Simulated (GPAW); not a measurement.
# GaSb (I-4m2) in GPAW: further runs, part 2 of 2

GPAW 26.7.0.

## 4. Single point, revPBE

File run.py:

```python
from ase.dft.bandgap import bandgap
from ase.io import read, write
from ase.units import GPa
from gpaw import GPAW, PW

atoms = read('POSCAR')

calc = GPAW(mode=PW(600),
            xc='revPBE',
            kpts={'size': (10, 10, 10), 'gamma': True},
            occupations={'name': 'fermi-dirac', 'width': 0.05},
            nbands=18,
            convergence={'density': 1e-05, 'energy': 1e-05},
            maxiter=150,
            txt='gpaw.txt')
atoms.calc = calc
energy = atoms.get_potential_energy()
forces = atoms.get_forces()
stress = atoms.get_stress()
calc.write('gs.gpw')
write('result.traj', atoms)
print(f'Energy: {energy:.6f} eV')
print('Forces (eV/A):')
print(forces.round(4))
print('Stress (GPa):', (stress / GPa).round(3))
print('Fermi level:', round(calc.get_fermi_level(), 4), 'eV')
print(f'Gap: {bandgap(calc)[0]:.4f} eV, direct: {bandgap(calc, direct=True)[0]:.4f} eV')
```

File POSCAR:

```
GaSb
1.0
   -2.7534340000      2.7534340000      1.5907070000
    2.7534340000     -2.7534340000      1.5907070000
    2.7534340000      2.7534340000     -1.5907070000
Sb Ga
1 1
Direct
    0.0000000000      0.0000000000      0.0000000000
    0.7500000000      0.2500000000      0.5000000000
```

Potentials or basis: the program's PAW data sets (release 1.2.1) made for this functional, pw.

Command:

```sh
$ OMP_NUM_THREADS=1 python run.py
```

gpaw.txt:

```text
__  _  _
 | _ |_)|_||  |
 |__||  | ||/\| - 26.7.0

Input parameters:
  mode=PW(ecut=600.0),
  convergence={'density': 1e-05, 'energy': 1e-05},
  kpts=MonkhorstPack(size=(10, 10, 10), gamma=True),
  maxiter=150,
  nbands=18,
  occupations=Occupations(name='fermi-dirac', width=0.05),
  xc=XC(name='revPBE')

Diagonalizing LCAO Hamiltonian
Converting LCAO to pw mode

         Ga

       Sb

Atoms  # Å, Bohr magnetons
|   | symbol |        x |        y |        z |    initial magnetic moments |
|---|--------|----------|----------|----------|-----------------------------|
| 0 |     Sb | 0.000000 | 0.000000 | 0.000000 | ( 0.0000,  0.0000,  0.0000) |
| 1 |     Ga | 0.000000 | 2.753434 | 0.795354 | ( 0.0000,  0.0000,  0.0000) |

Unit cell  # Å
| periodic |         x |         y |         z |  lengths |     angles |
|----------|-----------|-----------|-----------|----------|------------|
|      yes | -2.753434 |  2.753434 |  1.590707 | 4.206322 |  98.222229 |
|      yes |  2.753434 | -2.753434 |  1.590707 | 4.206322 |  98.222229 |
[... 157 lines left out ...]
|iter:   9| |   -6.670869c| -8.15c| -5.24c|

Converged in 9 steps
Energy contributions relative to reference atoms: (reference = -229177.001197)

Energy contributions:
  Kinetic:           6.220221
  Coulomb:          -5.406200
  Zero:              0.174054
  External:          0.000000
  Xc:               -7.656444
  Entropy:          -0.005002
  Spinorbit:         0.000000
  ----------------------------
  Free energy:      -6.673370
  Extrapolated:     -6.670869

dipole moment: (-13.978547, -5.876575, -5.735326)  # |e|*Ang

Fermi level: 6.669
Eigenvalues  # (at kpt = [0.000, 0.000, 0.000])
| band index |      eig [eV] | occ [0-2] |
|------------|---------------|-----------|
|          0 |       -22.428 |     2.000 |
|          1 |       -22.330 |     2.000 |
|          2 |       -22.330 |     2.000 |
|          3 |       -22.309 |     2.000 |
|          4 |       -22.308 |     2.000 |
|          5 |        -5.249 |     2.000 |
[... 10 lines left out ...]
|         16 |        17.960 |     0.000 |
|         17 |        18.010 |     0.000 |

No gap
No difference between direct/indirect transitions

Forces  # eV/Ang
|       x |       y |       z |
|---------|---------|---------|
| 0.00000 | 0.00000 | 0.00000 |  # Sb   0
| 0.00000 | 0.00000 | 0.00000 |  # Ga   1

Stress tensor  # eV/Ang^3
|         x |         y |         z |
|-----------|-----------|-----------|
| -0.008748 |  0.000000 |  0.000000 |
|  0.000000 | -0.008748 | -0.000000 |
|  0.000000 | -0.000000 | -0.001833 |

# Writing to gs.gpw (mode='')
```

stdout:

```text
Energy: -6.670869 eV
Forces (eV/A):
[[0. 0. 0.]
 [0. 0. 0.]]
Stress (GPa): [-1.402 -1.402 -0.294 -0.     0.     0.   ]
Fermi level: 6.669 eV
Gap: 0.0000 eV, direct: 0.0000 eV
```

Wall time 52 s (1 thread of Arm Neoverse V1, shared host); peak memory 0.22 GiB.

What came out:

```yaml
Free_energy: -6.6734 eV
Pressure: 1.0 GPa
Band_gap_on_the_k_mesh: none (metal or under the smearing width)
```

Stress tensor (GPa, compression positive):
```
1.40 0.00 0.00
0.00 1.40 0.00
0.00 0.00 0.29
```

Levels at points of the mesh, in eV from the Fermi level:
```csv
k point,band 5,band 6,band 7,band 8,band 9,band 10,band 11,band 12,band 13,band 14
"(0.00, 0.00, 0.00)",-28.98,-11.92,-2.86,-1.86,-1.86,3.44,4.99,7.16,7.16,7.57
"(0.50, 0.00, 0.50)",-28.97,-8.30,-5.59,-2.42,-1.49,-1.11,2.41,3.31,5.16,8.11
"(0.50, 0.50, 0.00)",-28.97,-10.44,-7.99,-0.02,1.82,2.19,2.40,4.55,6.59,8.53
"(0.50, 0.50, 0.50)",-28.97,-9.38,-5.84,-4.95,-4.95,3.42,4.98,10.44,10.44,13.12
```

Spin-orbit coupling is left out, which matters for the levels of Sb.

## 5. Single point, vdW-DF-cx

run.py, as its differences from that of step 4:

```diff
@@ -2,3 +2,2 @@
 from ase.io import read, write
-from ase.units import GPa
 from gpaw import GPAW, PW
@@ -8,3 +7,3 @@
 calc = GPAW(mode=PW(600),
-            xc='revPBE',
+            xc={'name': 'vdW-DF-cx', 'backend': 'libvdwxc'},
             kpts={'size': (10, 10, 10), 'gamma': True},
@@ -18,3 +17,2 @@
 forces = atoms.get_forces()
-stress = atoms.get_stress()
 calc.write('gs.gpw')
@@ -24,3 +22,2 @@
 print(forces.round(4))
-print('Stress (GPa):', (stress / GPa).round(3))
 print('Fermi level:', round(calc.get_fermi_level(), 4), 'eV')
```

POSCAR is that of step 4.

Potentials or basis: GPAW PAW data sets (gpaw-data 1.2.1), pw.

Command:

```sh
$ OMP_NUM_THREADS=1 python run.py
```

Run time: 48 s. Hardware: 1 thread of Arm Neoverse V1, shared host; peak memory 0.25 GiB.

Results (log left out):

| Item | Value |
| --- | --- |
| Free energy | 68.8465 eV |
| Band gap on the k mesh | none (metal or under the smearing width) |

Levels at points of the mesh, in eV from the Fermi level:
| k point | band 6 | band 7 | band 8 | band 9 | band 10 | band 11 | band 12 | band 13 |
| --- | --- | --- | --- | --- | --- | --- | --- | --- |
| (0.00, 0.00, 0.00) | -11.91 | -2.90 | -1.84 | -1.84 | 3.47 | 4.96 | 7.12 | 7.12 |
| (0.50, 0.00, 0.50) | -8.32 | -5.58 | -2.42 | -1.48 | -1.12 | 2.43 | 3.29 | 5.16 |
| (0.50, 0.50, 0.00) | -10.44 | -7.98 | -0.01 | 1.82 | 2.17 | 2.39 | 4.53 | 6.56 |
| (0.50, 0.50, 0.50) | -9.39 | -5.85 | -4.93 | -4.93 | 3.41 | 4.98 | 10.37 | 10.37 |

Caveat: the PAW data sets were made with another functional, which shifts forces and pressure a little.

## 6. Single point, PW91

run.py, as its differences from that of step 5:

```diff
@@ -2,3 +2,6 @@
 from ase.io import read, write
-from gpaw import GPAW, PW
+from ase.units import GPa
+from gpaw import GPAW, PW, setup_paths
+
+setup_paths.insert(0, '.')
 
@@ -7,3 +10,3 @@
 calc = GPAW(mode=PW(600),
-            xc={'name': 'vdW-DF-cx', 'backend': 'libvdwxc'},
+            xc='GGA_X_PW91+GGA_C_PW91',
             kpts={'size': (10, 10, 10), 'gamma': True},
@@ -17,2 +20,3 @@
 forces = atoms.get_forces()
+stress = atoms.get_stress()
 calc.write('gs.gpw')
@@ -22,2 +26,3 @@
 print(forces.round(4))
+print('Stress (GPa):', (stress / GPa).round(3))
 print('Fermi level:', round(calc.get_fermi_level(), 4), 'eV')
```

POSCAR is that of step 5.

Potentials or basis: PAW data sets generated in the run's folder for this functional, pw.

Command:

```sh
$ gpaw-setup -f GGA_X_PW91+GGA_C_PW91 Ga Sb
$ OMP_NUM_THREADS=1 python run.py
```

Wall time 56 s (1 thread of Arm Neoverse V1, shared host); peak memory 0.22 GiB.

Results (log left out):

* Free energy: -7.3196 eV
* Pressure: 0.0 GPa
* Band gap on the k mesh: none (metal or under the smearing width)

Stress tensor (GPa, compression positive):
```
 0.33  0.00  0.00
 0.00  0.33  0.00
 0.00  0.00 -0.56
```

Levels at points of the mesh, in eV from the Fermi level:
```tsv
k point	band 7	band 8	band 9	band 10	band 11	band 12
(0.00, 0.00, 0.00)	-2.94	-1.83	-1.83	3.55	4.95	7.12
(0.50, 0.00, 0.50)	-5.58	-2.44	-1.47	-1.10	2.49	3.30
(0.50, 0.50, 0.00)	-7.99	0.00	1.83	2.16	2.41	4.54
(0.50, 0.50, 0.50)	-5.87	-4.90	-4.90	3.42	5.00	10.36
```

## 7. The runs side by side

| level | potentials or basis | gap on the mesh (eV) | pressure (GPa) |
| --- | --- | --- | --- |
| LDA | the program's PAW data sets (release 1.2.1) made for this functional, pw | none | -4.5 |
| PBE | GPAW PAW data sets (gpaw-data 1.2.1), pw | none | -0.1 |
| revPBE | the program's PAW data sets (release 1.2.1) made for this functional, pw | none | 1.0 |
| vdW-DF-cx | GPAW PAW data sets (gpaw-data 1.2.1), pw | none | - |
| PW91 | PAW data sets generated in the run's folder for this functional, pw | none | 0.0 |

Alike in all rows: task single point; no spin polarisation; cell as given; k mesh 10 × 10 × 10; cutoff (eV) 600; smearing fermi-dirac 0.05 eV.

Caveats: the PAW data sets were made with another functional, which shifts forces and pressure a little (some runs).

Total energies depend on the potentials used, so only differences within one code and one set of settings carry meaning.
